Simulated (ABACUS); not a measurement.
## SnSe in ABACUS: the effect of exact exchange share

SnSe:

```
Sn Se
1.0
     0.00000    3.01000    3.01000
     3.01000    0.00000    3.01000
     3.01000    3.01000    0.00000
Sn Se
1 1
Direct
  0.00000 0.00000 0.00000
  0.50000 0.50000 0.50000
```

Measurements of this composition are mostly on another form, of space group No. 62.

Alike in all runs:

- Program: ABACUS 3.10.1
- Task: single point
- Potentials or basis: PseudoDojo NC SR 0.4.1 PBE standard
- Cutoff: 1361 eV
- Density cutoff: 5442 eV
- Basis: DZP LCAO (the cutoffs set its grid)
- k mesh: 4 × 4 × 4
- Occupations: fermi-dirac, width 0.05 eV
- Spin: no spin polarisation

| exact exchange share | functional | gap on the mesh (eV) |
| --- | --- | --- |
| 0.1 | PBE0-type (share 0.1) | 0.48 |
| 0.25 | PBE0-type (share 0.25) | 0.64 |
| 0.4 | PBE0-type (share 0.4) | ? |

Task: What does the run with exact exchange share 0.4 give?

Result: gap on the mesh 0.74 eV.

Caveats: all runs use coarse meshes; the atomic orbitals were generated for these runs and aren't a published set; the hybrid runs on potentials with a model core; gaps of hybrids in this basis differ from plane-wave ones by up to 0.1 eV; spin-orbit coupling is left out, which moves the levels of the heavy elements; the basis of atomic orbitals isn't converged, which shifts pressures, moduli and gaps.

A k mesh can miss the band edges.
